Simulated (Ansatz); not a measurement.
A surface is cut from this relaxed crystal of C:

```cif
data_structure
_symmetry_space_group_name_H-M 'P 1'
_symmetry_Int_Tables_number 1
_cell_length_a 2.4589
_cell_length_b 2.4589
_cell_length_c 3.8911
_cell_angle_alpha 108.291
_cell_angle_beta 108.291
_cell_angle_gamma 60.000
_cell_volume 18.99
loop_
_atom_site_label
_atom_site_type_symbol
_atom_site_fract_x
_atom_site_fract_y
_atom_site_fract_z
_atom_site_occupancy
C1 C 0.83335 0.83335 0.00004 1
C2 C 0.16665 0.16665 0.99996 1
```

Miller indices refer to the conventional cell of C2/m (No. 12), a = 4.259 Å, b = 2.459 Å, c = 3.891 Å, α = 90.00°, β = 111.25°, γ = 90.00°.

Consider the (101) slab of 20 planes, 10.7 Å thick with 15 Å of vacuum as cut; outer planes C (top) and C (bottom), all atoms relaxed.

Method: Ansatz, DFT PBEsol, scalar-relativistic, plane waves, PAW. Cutoff 420 eV; k points 11×4×1 on the computed 20-atom cell (Γ-centred); Gaussian smearing, width 0.05 eV; no spin polarisation. The cell repeats along c with a dipole correction in the vacuum.

(1) Predict the surface energy (mean of both faces).

(2) Estimate the work function.

(3) The top two planes lie 0.383 Å apart in the bulk. How does relaxation change this?

The smearing is narrow for a metal on this mesh.

Results:

(1) 3.31 J/m².

(2) 5.30 eV.

(3) The spacing becomes 0.297 Å (-22.4 %).

The reference crystal is a form of C, which isn't its usual structure.